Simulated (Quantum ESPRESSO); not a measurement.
HfN:

```
Hf N
1.0
     0.00000    2.25600    2.25600
     2.25600    0.00000    2.25600
     2.25600    2.25600    0.00000
Hf N
1 1
Direct
  0.00000 0.00000 0.00000
  0.50000 0.50000 0.50000
```

Base run:

| Property | Result |
| --- | --- |
| Program | Quantum ESPRESSO 7.5 |
| Functional | PBEsol |
| Potentials or basis | GBRV 1.5 PBEsol |
| Cutoff | 612 eV |
| Density cutoff | 4898 eV |
| k mesh | 10 × 10 × 10 |
| Occupations | fermi-dirac, width 0.05 eV |
| Spin | no spin polarisation |
| Hubbard terms | Hf d U = 2 eV |

Its results: band gap on the k mesh none (metal or under the smearing width); pressure 0.8 GPa.

After a change of settings the same cell gave: band gap on the k mesh none (metal or under the smearing width); pressure 2.7 GPa. Which change was it?
A. hubbard terms from Hf d U = 2 eV to Hf d U = 4 eV
B. hubbard terms from Hf d U = 2 eV to Hf d U = 3 eV
C. potentials or basis from GBRV 1.5 PBEsol to PseudoDojo 0.4.1 SR PBEsol standard; cutoff from 612 eV to 1143 eV; density cutoff from 4898 eV to 4572 eV; hubbard terms from Hf d U = 2 eV to none; hubbard projectors from ortho-atomic to none

B.

Caveats: U without spin polarisation on a metal has little footing.

Not every run made on this cell is shown here.
